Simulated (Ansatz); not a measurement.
Molecular dynamics on a 2×2×2 supercell (16 atoms) of InP (rocksalt), relaxed with r2SCAN. Forces come from r2SCAN in Ansatz 0.2.0: a Nosé-Hoover thermostat at fixed volume, 200 K, steps of 1 fs. Classical nuclei, no spin polarisation; a few dozen steps show the first response, not equilibrium. The structure comes from a prototype and may be hypothetical.

```yaml
crystal:
  lattice:
    - [0.0, 5.4907261459, 5.4907261459]
    - [5.4907261459, 0.0, 5.4907261459]
    - [5.4907261459, 5.4907261459, 0.0]
  atoms:
    - { symbol: In, position: [0.0, 0.0, 0.0] }
    - { symbol: P, position: [0.25, 0.25, 0.25] }
    - { symbol: In, position: [0.0, 0.0, 0.5] }
    - { symbol: P, position: [0.25, 0.25, 0.75] }
    - { symbol: In, position: [0.0, 0.5, 0.0] }
    - { symbol: P, position: [0.25, 0.75, 0.25] }
    - { symbol: In, position: [0.0, 0.5, 0.5] }
    - { symbol: P, position: [0.25, 0.75, 0.75] }
    - { symbol: In, position: [0.5, 0.0, 0.0] }
    - { symbol: P, position: [0.75, 0.25, 0.25] }
    - { symbol: In, position: [0.5, 0.0, 0.5] }
    - { symbol: P, position: [0.75, 0.25, 0.75] }
    - { symbol: In, position: [0.5, 0.5, 0.0] }
    - { symbol: P, position: [0.75, 0.75, 0.25] }
    - { symbol: In, position: [0.5, 0.5, 0.5] }
    - { symbol: P, position: [0.75, 0.75, 0.75] }
kpoints:
  mp_grid: { grid: [2, 2, 2] }
hamiltonian:
  xc: r2scan
scf:
  occupations: { method: fermi_dirac, width: 0.02 }
md:
  ensemble: nvt_nose_hoover
  temperature: 200
  timestep: 1.0
  n_steps: 20
  initial_velocities: maxwell_boltzmann
  seed: 2793
```

Run as `ansatz run input.yaml --threads 4 --pin off --max-ram 3686MiB --backend cpu --events-out ev --progress --plain --runs-dir out`. It took 3 min on 4 threads of Arm Neoverse V1 (shared host), load about 1.0 per core; peak host memory 2 GiB.

```
step  t (fs)  T (K)  free energy F from step 0 (meV/atom)  kinetic energy (meV/atom)  largest force (eV/Å)
   0       0    200                                   0.0                       24.2                  0.00
   1       1    200                                   0.0                       24.2                  0.03
   2       2    199                                   0.1                       24.2                  0.05
   3       3    199                                   0.2                       24.1                  0.08
   4       4    197                                   0.3                       23.9                  0.11
   5       5    196                                   0.5                       23.8                  0.13
   6       6    194                                   0.7                       23.5                  0.16
   7       7    192                                   0.9                       23.3                  0.19
   8       8    190                                   1.2                       23.0                  0.21
   9       9    188                                   1.5                       22.7                  0.24
  10      10    185                                   1.8                       22.4                  0.27
  11      11    182                                   2.2                       22.0                  0.29
  12      12    179                                   2.6                       21.7                  0.32
  13      13    175                                   3.0                       21.3                  0.34
  14      14    172                                   3.4                       20.8                  0.37
  15      15    168                                   3.8                       20.4                  0.39
  16      16    165                                   4.3                       20.0                  0.41
  17      17    161                                   4.7                       19.5                  0.44
  18      18    157                                   5.2                       19.1                  0.46
  19      19    154                                   5.6                       18.6                  0.48
  20      20    150                                   6.1                       18.2                  0.50
```

The temperature goes from 200 K to 150 K in 20 fs. The thermostat hasn't had time to restore it. By the last step the atoms have moved 0.06 Å in the root mean square, the drift of the whole cell taken out, 0.10 Å at most.

Positions (Å) and forces (eV/Å) at step 20:
```
In   0.009  -0.012   0.011    -0.098   0.061  -0.048
P    2.679   2.767   2.710     0.436  -0.214   0.102
In   2.748   2.729   0.029     0.064   0.123  -0.262
P    5.433   5.534   2.706     0.017  -0.443   0.158
In   2.728   0.009   2.740    -0.019  -0.027   0.075
P    5.559   2.699   5.498    -0.067  -0.100  -0.439
In   5.473   2.714   2.745     0.151   0.108   0.071
P    8.201   5.512   5.481     0.024   0.053  -0.092
In   0.044   2.703   2.745    -0.348   0.158  -0.052
P    2.776   5.457   5.450     0.049   0.084   0.030
In   2.722   5.515   2.753     0.036   0.076  -0.104
P    5.526   8.258   5.452    -0.254   0.136   0.329
In   2.737   2.758   5.482     0.181  -0.121   0.085
P    5.498   5.467   8.166    -0.024   0.314   0.279
In   5.487   5.526   5.531     0.051  -0.199  -0.294
P    8.306   8.304   8.190    -0.198  -0.010   0.163
```
